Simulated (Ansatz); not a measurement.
MnO in Ansatz: the effect of functional

MnO:

```xyz
2
Lattice="3.0296 -1.7507 0.0000 3.0296 1.7507 0.0000 -2.0236 0.0000 2.8654" Properties=species:S:1:pos:R:3 pbc="T T T"
Mn    2.0177    0.0000    1.4346
O     4.0386    0.0000    0.7145
```

The cell comes from a database or a generator and needn't be the stable form of this composition.

The cell isn't the ideal one: volume scaled by 1.06.

Alike in all runs:

- Program: Ansatz 0.2.0
- Task: single point
- Potentials or basis: Ansatz PAW
- k mesh: 9 × 9 × 9
- Occupations: fermi-dirac, width 0.05 eV
- Spin: collinear spin, ferromagnetic start
- Starting moments: [4.0, 0.0] μB

```csv
functional,cutoff,pressure (GPa)
LDA,420 eV (not typed: the program's choice for these potentials),-16.8
PBEsol,420 eV (not typed: the program's choice for these potentials),?
r2SCAN,500 eV (not typed: the program's choice for these potentials),-11.4
```

Task: What does the run with functional PBEsol give?

Result: Pressure -13.0 GPa.

Caveats: a cell with one magnetic atom can't hold antiferromagnetic order, which such compounds often take; the PAW data sets come from PBE, with cores solved anew for the run's functional, which leaves a small shift of forces and pressure; the magnetic or orbital state may not be the lowest (some runs).
